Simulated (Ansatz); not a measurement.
Ansatz input

```yaml
crystal:
  lattice:
    - [4.632489587, 0.0, 0.0]
    - [-2.3162447935, 4.0118536651, 0.0]
    - [0.0, 0.0, 5.8869033494]
  atoms:
    - { symbol: Te, position: [0.2535874851, 0.0, 0.3333333333] }
    - { symbol: Te, position: [1.0, 0.2535874851, 0.6666666667] }
    - { symbol: Te, position: [0.7464125149, 0.7464125149, 0.0] }
hamiltonian:
  xc: r2scan
  pseudopotentials:
    kind: paw
    azcp:
      Te: "pseudopotentials/Te.paw.azcp"
basis:
  ecutwfc: 500
  fft_grid_basis: typed
kpoints:
  mp_grid: { grid: [8, 8, 6], shift: [0, 0, 0] }
magnetization:
  spin_polarized: false
scf:
  occupations: { method: cold, width: 1.0 }
  lower_state_search: "off"
output:
  stress: true
  write_density: true
  write_potential: true
  elf: true
  volumetric_format: npy
```

and its output:

```
band count auto-derived: 32 (N_el = 48.0; filled up to band 24; 29 by the electrons, moments and atoms)
Engine: ansatz 0.2.0, aarch64-unknown-linux-gnu
Pseudopotentials: kind: paw
Pseudopotential: Te, paw, valence charge 16, recommended cutoff 500 eV (meta_gga) 
Functional definition: r2SCAN
  parameter k0 = 0.174
  parameter k1 = 0.065
  parameter a1 = 4.9479
  exchange = r2scan_x(k0 = k0, k1 = k1, a1 = a1)
  correlation = r2scan_c
Crystal: 3 atoms, lattice volume = 109.407 Å³
Basis set: ecut = 500 eV, 2787 PW (Γ), exchange–correlation on 144×144×180 points (64 copies of the dense FFT grid, shifted against one another)
Bands: 32, of which v1, the nominal top of the filled ones, is band 24 counted from 1 (23 counted from 0)
Symmetry: 6 space group operations
Space group: P3121 (ITA 152), of the structure as read, at distance tolerance 4.8e-5 Å
k-points: 50 of 384 (time reversal used)
Non-local potential: Te, projectors of the file, l = 0: 2, l = 1: 2, l = 2: 2, l = 3: 2
PAW form: soft (Blöchl's): semilocal exchange-correlation on the pseudo side does not see the compensation charge
PAW frozen core: Te, regenerated for the run's functional (the file was generated under x = pbe(κ = 0.804, μ = 0.2195149727645171), c = pbe(β = 0.06672455060314922))
PAW one-centre angular grid: Te, 590 points (default); XC on 160 Gauss nodes
Initial density: superposition of atomic densities (neutral atoms: chi_scale 0, normalization atom), corrected by the library's trained network
Initial wavefunctions: pseudopotential atomic-orbital guess
Functional: x = r2scan, c = r2scan; τ floored in thin density (d = 2e-4 eV/Å³)
SCF iter   1: F=—  HF=-20984.231975 eV  |F-HF|=—  |Δ(HF+E_count)|=         —  Δρ=2.92e-3  dr2=7.56e-3  dr2_τ=3.32e-3  ethr=1.77e-3  ⟨swp⟩=7.7  Hψ=7392  notcnv=0
SCF iter   2: F=—  HF=-20984.241815 eV  |F-HF|=—  |Δ(HF+E_count)|=   9.84e-3  S|Δr|=    0.00e0  Δρ=9.78e-4  dr2=2.12e-3  dr2_τ=3.35e-5  ethr=1.58e-5  ⟨swp⟩=3.0  Hψ=3918  notcnv=0
SCF iter   3: F=—  HF=-20984.241336 eV  |F-HF|=—  |Δ(HF+E_count)|=   4.79e-4  S|Δr|=    0.00e0  Δρ=5.60e-4  dr2=4.24e-4  dr2_τ=1.29e-5  ethr=4.42e-6  ⟨swp⟩=2.0  Hψ=2759  notcnv=0
SCF iter   4: F=—  HF=-20984.241220 eV  |F-HF|=—  |Δ(HF+E_count)|=   1.17e-4  S|Δr|=    0.00e0  Δρ=8.57e-5  dr2=6.64e-6  dr2_τ=4.64e-7  ethr=8.82e-7  ⟨swp⟩=2.0  Hψ=2759  notcnv=0
SCF iter   5: F=—  HF=-20984.241225 eV  |F-HF|=—  |Δ(HF+E_count)|=   5.85e-6  S|Δr|=    0.00e0  Δρ=2.04e-5  dr2=4.14e-7  dr2_τ=9.85e-9  ethr=1.38e-8  ⟨swp⟩=3.0  Hψ=2882  notcnv=0
SCF iter   6: F=-20984.241226 eV  HF=-20984.241226 eV  |F-HF|=6.57e-9  |Δ(HF+E_count)|=   1.62e-7  S|Δr|=    0.00e0  Δρ=3.39e-6  dr2=9.94e-9  dr2_τ=2.80e-10  ethr=2.08e-10  ⟨swp⟩=15.1  Hψ=12848  notcnv=0
SCF 1 converged in 6 iterations: F = -20984.241226 eV  dr2 = 9.94e-9
SCF converged after 6 iterations
Stability not checked: this state was not tested for a lower state beside it, because cold or Methfessel-Paxton smearing, or corrected tetrahedra, fill the levels in a way that the test cannot read (fill_not_monotonic; see scf.lower_state_search)
Free energy (F): -20984.241226 eV
Harris-Foulkes:  -20984.241226 eV  (|F-HF|=6.57e-9)
Internal energy: -20984.708620 eV  (E = F + TS)
E sigma→0 (E₀):  -20984.397024 eV
Entropy (-TS):   0.467395 eV (155.798 meV/atom)
Fermi energy:    7.475235 eV
Step filling:    the computed levels leave a gap of 0.7914 eV = 0.8 smearing widths at the electron count; against every level under it full and every level over it empty, smearing changes F+E_penalty+E_count by +227.280 meV and its σ→0 estimate by +71.482 meV
--- Per-component energies (eV) ---
  E_band       = -882.052273
  E_kinetic    = 537.753462
  E_local      = -4082.035609  (includes V_loc(G=0)·N_el)
  E_nonlocal   = -931.592721
  E_hartree    = 2539.567741
  E_xc         = -343.793431
  E_vxc        = -332.742801  (∫ρ·V_xc dr)
  E_paw        = -14058.604444  (= ΣΔE_a)
  E_vpaw       = -1173.065481  (= ΣTr[D̂ρ^β])
  E_aug_tail   = -0.000105  (compensation charges beyond the density's cutoff)
  E_vtau       = 20.487766  (kinetic-family band-sum trace: ∫τ·v_τ [+ j·A + Jᵃ·Aᵃ] dr)
  E_ewald      = -4646.858080
  E_core_change = 0.854566  (= ΣΔE_core)
  E_smearing   = 0.467395  (= −TS)
  E_closure    = -0.000000  (closes the sum)
  Σ components = -20984.241226   (vs F -20984.241226, Δ=0.00e0)
--- Stress (GPa, compression-positive) ---
       -0.538218       0.000000       0.000000
        0.000000      -0.538218       0.000000
        0.000000       0.000000      -1.040548
  P = ⅓ Tr σ = -0.7057 GPa (-7.057 kbar)
--- Band table (eV; the first three rows and the last of 50) ---
  k-point 0: bands = ["-30.6934", "-30.6934", "-30.6321", "-30.6245", "-30.6245", "-30.5478", "-30.4570", "-30.4525", "-30.4525", "-30.4175", "-30.4175", "-30.4162", "-30.3937", "-30.3573", "-30.3573", "-6.3357", "-2.9215", "-2.9215", "4.2929", "4.5104", "4.5104", "5.8331", "5.8331", "6.8502", "8.7739", "8.7739", "9.2558", "12.9967", "12.9967", "13.7620", "14.5327", "14.5327"]
  k-point 1: bands = ["-30.7083", "-30.6753", "-30.6332", "-30.6300", "-30.6168", "-30.5542", "-30.4570", "-30.4550", "-30.4494", "-30.4190", "-30.4164", "-30.4162", "-30.3903", "-30.3604", "-30.3559", "-6.2303", "-3.8670", "-1.9666", "4.1082", "4.3568", "4.7682", "5.8469", "5.9413", "6.7817", "8.6178", "8.6403", "9.0383", "12.8782", "13.4830", "13.7929", "14.2347", "14.3289"]
  k-point 2: bands = ["-30.7179", "-30.6575", "-30.6367", "-30.6333", "-30.6055", "-30.5701", "-30.4571", "-30.4566", "-30.4469", "-30.4204", "-30.4160", "-30.4158", "-30.3824", "-30.3657", "-30.3554", "-5.9172", "-4.7119", "-1.1751", "3.6721", "4.5247", "4.8351", "6.0159", "6.0878", "6.5824", "8.3941", "8.4098", "8.6385", "12.4968", "13.3801", "13.8241", "14.5727", "15.2250"]
  k-point 49: bands = ["-30.7205", "-30.6426", "-30.6423", "-30.6328", "-30.5887", "-30.5883", "-30.4581", "-30.4577", "-30.4446", "-30.4240", "-30.4145", "-30.4140", "-30.3817", "-30.3811", "-30.3445", "-4.7722", "-4.6678", "-2.4224", "2.3140", "2.8785", "2.8978", "6.4038", "6.9964", "7.5132", "8.3229", "9.3798", "9.5172", "13.3712", "14.2082", "14.9886", "15.1875", "15.6978"]
```

Command:

```sh
ansatz run input.yaml --threads 2 --pin off --max-ram 5120MiB --backend cpu --events-out ev --progress --plain --runs-dir out
```

On 2 threads of Arm Neoverse V2 (shared host) this took about 19 s of wall time and 38 s of CPU time, with 0.61 GiB at the peak.
